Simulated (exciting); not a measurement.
Input of an exciting (release sodium) run:

The input input.xml:

```xml
<input>
  <title>AlN</title>
  <structure speciespath="./" tshift="false">
    <crystal scale="1">
      <basevect>0.000000000000 4.127149685591 4.127149685591</basevect>
      <basevect>4.127149685591 0.000000000000 4.127149685591</basevect>
      <basevect>4.127149685591 4.127149685591 0.000000000000</basevect>
    </crystal>
    <species speciesfile="Al.xml" rmt="2">
      <atom coord="0.000000000000 0.000000000000 0.000000000000"/>
    </species>
    <species speciesfile="N.xml" rmt="1.45">
      <atom coord="0.250000000000 0.250000000000 0.250000000000"/>
    </species>
  </structure>
  <groundstate do="fromscratch" ngridk="10 10 10" rgkmax="7.5" gmaxvr="14" lmaxapw="10" lmaxmat="10" lmaxvr="8" xctype="GGA_PBE" stype="Fermi Dirac" swidth="0.00183747" nempty="10" ValenceRelativity="iora*" epsengy="1e-05" epspot="1e-05" maxscl="60" outputlevel="normal"/>
  <properties>
    <bandstructure>
      <plot1d>
        <path steps="80">
          <point coord="0 0 0" label="G"/>
          <point coord="0.5 0 0.5" label="X"/>
          <point coord="0.5 0.25 0.75" label="W"/>
          <point coord="0.375 0.375 0.75" label="K"/>
          <point coord="0 0 0" label="G"/>
          <point coord="0.5 0.5 0.5" label="L"/>
          <point coord="0.625 0.25 0.625" label="U"/>
          <point coord="0.5 0.25 0.75" label="W"/>
          <point coord="0.5 0.5 0.5" label="L"/>
          <point coord="0.375 0.375 0.75" label="K" breakafter="true"/>
          <point coord="0.625 0.25 0.625" label="U"/>
          <point coord="0.5 0 0.5" label="X"/>
        </path>
      </plot1d>
    </bandstructure>
  </properties>
</input>
```

Potentials or basis: all-electron LAPW+lo, shipped species files, valence relativity iora*.

Command:

```console
$ OMP_NUM_THREADS=1 exciting_smp
```

Q: Predict the band gap along the path.

A: 3.33 eV, indirect (least direct gap 4.20 eV).

Q: Estimate the band gap on the k mesh.

A: 3.32 eV, indirect (least direct gap 4.20 eV).

Levels at the corners of the path, in eV from the valence-band top:
```tsv
point	band 4	band 5	band 6	band 7	band 8	band 9	band 10	band 11	band 12
Γ	-14.98	0.00	0.00	0.00	4.20	12.56	12.56	12.56	17.69
X	-12.29	-4.90	-1.77	-1.77	3.33	8.62	13.97	15.74	15.74
W	-12.24	-3.78	-3.43	-2.69	6.05	11.44	11.98	12.18	17.25
K	-12.31	-4.25	-3.63	-1.37	5.17	10.11	13.08	14.18	15.23
Γ	-14.98	0.00	0.00	0.00	4.20	12.56	12.56	12.56	17.69
L	-12.93	-5.85	-0.48	-0.48	7.38	9.87	11.15	11.15	18.01
U	-12.31	-4.25	-3.63	-1.37	5.17	10.11	13.08	14.18	15.23
W	-12.24	-3.78	-3.43	-2.69	6.05	11.44	11.98	12.18	17.25
L	-12.93	-5.85	-0.48	-0.48	7.38	9.87	11.15	11.15	18.01
K	-12.31	-4.25	-3.63	-1.37	5.17	10.11	13.08	14.18	15.23
U	-12.31	-4.25	-3.63	-1.37	5.17	10.11	13.08	14.18	15.23
X	-12.29	-4.90	-1.77	-1.77	3.33	8.62	13.97	15.74	15.74
```
